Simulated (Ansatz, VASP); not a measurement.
This is a calculation of WS2 (Tungstenite) for Ansatz 0.2.0. 

The input input.yaml:

```yaml
crystal:
  lattice:
    - [3.18, 0.0, 0.0]
    - [-1.59, 2.753960784, 0.0]
    - [0.0, 0.0, 12.5]
  atoms:
    - { symbol: W, position: [0.6666666667, 0.3333333333, 0.75] }
    - { symbol: W, position: [0.3333333333, 0.6666666667, 0.25] }
    - { symbol: S, position: [0.6666666667, 0.3333333333, 0.375] }
    - { symbol: S, position: [0.3333333333, 0.6666666667, 0.875] }
    - { symbol: S, position: [0.6666666667, 0.3333333333, 0.125] }
    - { symbol: S, position: [0.3333333333, 0.6666666667, 0.625] }
hamiltonian:
  xc: lda
  pseudopotentials: { kind: paw }
kpoints:
  mp_grid: { grid: [10, 10, 3] }
scf:
  occupations: { method: gaussian, width: 0.02 }
output:
  forces: true
  stress: true
  eigenvalues: true
```

Potentials or basis: Ansatz PAW.

Launch:

```console
$ ansatz run input.yaml --threads 2 --pin off --max-ram 5632MiB --backend cpu --events-out ev --progress --plain --runs-dir out
```

Question: What does the same run look like in VASP 6.6.1? Potentials or basis there: LDA PAW files S, W_sv, release 54, 520 eV.

Answer: As run (cutoffs and basis follow the program's own potentials, and thresholds, step limits or extra output files can differ):

Contents of INCAR:

```
SYSTEM = WS2
PREC = Accurate
ENCUT = 520
EDIFF = 1E-7
ISMEAR = 0
SIGMA = 0.02
LREAL = .False.
LASPH = .True.
NELM = 80
ALGO = Normal
ISIF = 2
LWAVE = .False.
LCHARG = .False.
NBANDS = 35
```

File KPOINTS:

```
regular mesh
0
Gamma
  10 10 3
  0 0 0
```

POSCAR

```
WS2
3.18
    1.000000000000      0.000000000000      0.000000000000
   -0.500000000000      0.866025403774      0.000000000000
    0.000000000000      0.000000000000      3.930817610063
W S
2 4
Direct
    0.6666666667      0.3333333333      0.7500000000
    0.3333333333      0.6666666667      0.2500000000
    0.6666666667      0.3333333333      0.3750000000
    0.3333333333      0.6666666667      0.8750000000
    0.6666666667      0.3333333333      0.1250000000
    0.3333333333      0.6666666667      0.6250000000
```

Potentials or basis: VASP PAW LDA potentials, release 54 (W_sv, S).

The run is started by

```console
$ cat potpaw_LDA.54/W_sv/POTCAR potpaw_LDA.54/S/POTCAR > POTCAR
$ mpirun -np 1 vasp_std > vasp.out
```

Both were run:

|  | Ansatz | VASP |
| --- | --- | --- |
| Pressure | -5.6 GPa | -5.3 GPa |
| Largest force | 0.358 eV/Å | 0.312 eV/Å |

Ansatz's pressure holds a Pulay term of +0.02 GPa for its cutoff of 420 eV, which the other run lacks.

Ansatz's potentials were made for PBE.

Where Ansatz's input types no cutoff or centring, it takes its own default and a Γ-centred mesh.

The two programs' LDA may be different fits to the electron gas.

Pressure is positive in compression.
